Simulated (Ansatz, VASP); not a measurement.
Two plane-wave programs on Y

INCAR

```
PREC = Accurate
ENCUT = 520
EDIFF = 1E-6
ISMEAR = 0
SIGMA = 0.15
LREAL = F
LASPH = T
NELM = 100
ALGO = Normal
ISIF = 2
LWAVE = F
LCHARG = T
GGA = PS
LELF = T
LVHAR = T
NBANDS = 12
```

Contents of KPOINTS:

```
regular mesh
0
Gamma
  16 16 16
```

Contents of POSCAR:

```
Y
1.0
    0.0000000000      2.2862000000      2.2862000000
    2.2862000000      0.0000000000      2.2862000000
    2.2862000000      2.2862000000      0.0000000000
Y
1
Direct
    0.0000000000      0.0000000000      0.0000000000
```

Input for Ansatz:

```yaml
crystal:
  lattice:
    - [0.0, 2.2862, 2.2862]
    - [2.2862, 0.0, 2.2862]
    - [2.2862, 2.2862, 0.0]
  atoms:
    - { symbol: "Y", position: [0.0, 0.0, 0.0] }
basis:
  ecutwfc: 420
kpoints:
  mp_grid: { grid: [16, 16, 16] }
hamiltonian:
  xc: pbesol
scf:
  occupations: { method: gaussian, width: 0.15 }
output:
  forces: true
  stress: true
  eigenvalues: true
```

Change from the starting cell: strain -0.080 along x and y, -0.080 along z, atoms carried along.

Alike in both runs: task single point; functional PBEsol; k mesh 16 × 16 × 16; occupations gaussian, width 0.15 eV; no spin polarisation.

|  | VASP | Ansatz |
| --- | --- | --- |
| version | VASP 6.6.1 | Ansatz 0.2.0 |
| potentials or method | VASP PAW PBE potentials, release 64 (Y_sv) | scalar-relativistic, plane waves, PAW |
| plane-wave cutoff (eV) | 520 | 420 |
| valence electrons in the cell | 11 | 11 |

Ansatz gave:

```
gap on the k mesh at the Fermi level (eV) : none
pressure (GPa)                            : 15.9
```

Task: What did VASP give for the same quantities?

Result: gap on the k mesh at the Fermi level (eV): none; pressure (GPa): 15.6.

A gap of «none» marks a metal or a gap that the smearing closes.

Caveats: so large a pressure means that the cell lies far from this level's equilibrium, or that cutoff or potentials fall short (VASP); the potentials were made for another functional, which shifts forces and pressure (VASP).
